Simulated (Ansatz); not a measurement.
Write the native input for Ansatz 0.2.0 that does the following.

- Task: relaxation of cell and atoms
- Functional: r2SCAN
- Potentials or basis: Ansatz PAW
- Cutoff: 500 eV (not typed: the program's choice for these potentials)
- k mesh: 10 × 10 × 5
- Occupations: fermi-dirac, width 0.05 eV
- Spin: no spin polarisation
- Target pressure: 20 GPa
- Target pressure (GPa): 20

Crystal: CuO (Tenorite).

```
CELL_PARAMETERS angstrom
2.34185 -1.71130 0.00000
2.34185 1.71130 0.00000
-0.85003 0.00000 5.05787
ATOMIC_POSITIONS crystal
Cu 0.50000 0.00000 0.50000
Cu 0.00000 0.50000 0.00000
O 0.41840 0.58160 0.75000
O 0.58160 0.41840 0.25000
```

The input as run:

input.yaml

```yaml
crystal:
  lattice:
    - [2.34185, -1.7113, 0.0]
    - [2.34185, 1.7113, 0.0]
    - [-0.8500274268, 0.0, 5.0578693947]
  atoms:
    - { symbol: Cu, position: [0.5, 0.0, 0.5] }
    - { symbol: Cu, position: [0.0, 0.5, 0.0] }
    - { symbol: O, position: [0.4184, 0.5816, 0.75] }
    - { symbol: O, position: [0.5816, 0.4184, 0.25] }
hamiltonian:
  xc: r2scan
  pseudopotentials: { kind: paw }
kpoints:
  mp_grid: { grid: [10, 10, 5] }
scf:
  occupations: { method: fermi_dirac, width: 0.05 }
output:
  forces: true
  stress: true
  eigenvalues: true
relax:
  f_tol: 0.01
  max_steps: 40
  cell: { stress_tol: 0.05, p_target: 20.0 }
```

Potentials or basis: Ansatz PAW.

Run with:

```console
$ ansatz run input.yaml --threads 2 --pin off --max-ram 5632MiB --backend cpu --events-out ev --progress --plain --runs-dir out
```

Results of the run:

| Property | Result |
| --- | --- |
| Relaxed volume | 8.85 Å³/atom |
| Relaxed cell | a = 2.814 Å, b = 2.814 Å, c = 4.999 Å, α = 101.47°, β = 101.47°, γ = 67.00° |
| Space group after relaxing (to 0.05 Å) | C2/c (No. 15) |
| Energy change on relaxing (the enthalpy is what falls) | +77.7 meV/atom |
| Ionic steps | 9 |
| Pressure after relaxing | 20.0 GPa |
| Band gap on the k mesh | none (metal or under the smearing width) |

Caveat: the plane-wave basis is chosen anew once the cell has moved, so the energies of steps on either side of that aren't comparable; the run has no spin polarisation, though such a crystal can be magnetic; semilocal functionals often make such compounds metallic where correlation or magnetic order opens a gap, which also shifts bond lengths; the PAW data sets come from PBE, with cores solved anew for the run's functional, which leaves a small shift of forces and pressure.

Wall time 94 s on 2 threads of Arm Neoverse V2, with other jobs on the host, peak memory 0.55 GiB.
